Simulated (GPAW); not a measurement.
Here is a GPAW 26.7.0 calculation.

The input run.py:

```python
from ase import Atoms
from ase.filters import FrechetCellFilter
from ase.io import write
from ase.optimize import BFGS
from ase.units import GPa
from gpaw import GPAW, PW, setup_paths

setup_paths.insert(0, '.')

atoms = Atoms(['Ge', 'Ge', 'Ge', 'Ge', 'Ge', 'Ge', 'Ge', 'Ge'],
              cell=[[4.0031158814, 0.0, 0.0],
                    [-2.0015579407, 3.4668000476, 0.0],
                    [0.0, 0.0, 13.15670686]],
              scaled_positions=[[0.3333333333, 0.6666666667, 0.15594157],
                                [0.6666666667, 0.3333333333, 0.84405843],
                                [0.6666666667, 0.3333333333, 0.65594157],
                                [0.3333333333, 0.6666666667, 0.34405843],
                                [0.0, 0.0, 0.09314884],
                                [0.0, 0.0, 0.90685116],
                                [0.0, 0.0, 0.59314884],
                                [0.0, 0.0, 0.40685116]],
              pbc=True)

calc = GPAW(mode=PW(600),
            xc='PBEsol',
            kpts={'size': (5, 5, 2), 'gamma': True},
            occupations={'name': 'fermi-dirac', 'width': 0.05},
            nbands=32,
            convergence={'density': 1e-05, 'forces': 0.0001},
            maxiter=150,
            txt='gpaw.txt')
atoms.calc = calc
opt = BFGS(FrechetCellFilter(atoms, scalar_pressure=2 * GPa), trajectory='relax.traj', logfile='-')
done = opt.run(fmax=0.02, steps=60)
calc.write('gs.gpw')
write('result.traj', atoms)
print('Converged:', done)
print('Cell:', atoms.cell.cellpar().round(4))
print('Volume:', round(atoms.get_volume(), 4))
print(atoms.get_scaled_positions().round(5))
```

Potentials or basis: PAW data sets generated in the run's folder for this functional, pw.

The run is started by

```sh
$ gpaw-setup -f PBEsol Ge
$ OMP_NUM_THREADS=1 python run.py
```

Q: Estimate the space group after relaxing (to 0.05 Å).

A: P6_3/mmc (No. 194).

Q: Estimate the band gap on the k mesh.

A: 0.02 eV, direct.

Q: What does it give for the relaxed volume?

A: 22.31 Å³/atom.

The path:
```csv
step,energy change (eV),largest force (eV/Å),pressure (GPa),volume (Å³)
1,0.0000,0.0274,0.45,182.59
2,0.0005,0.0232,0.53,182.37
3,0.0336,0.0507,2.20,178.01
4,0.0291,0.0315,2.05,178.34
5,0.0280,0.0133,2.02,178.41
6,0.0281,0.0243,2.04,178.38
7,0.0288,0.0330,2.06,178.32
8,0.0298,0.0379,2.11,178.22
9,0.0299,0.0321,2.13,178.20
10,0.0284,0.0207,2.09,178.31
11,0.0264,0.0177,2.03,178.46
```

Caveat: later steps reuse the first step's grids; an odd mesh through Γ misses points on the zone boundary, where band edges often lie.
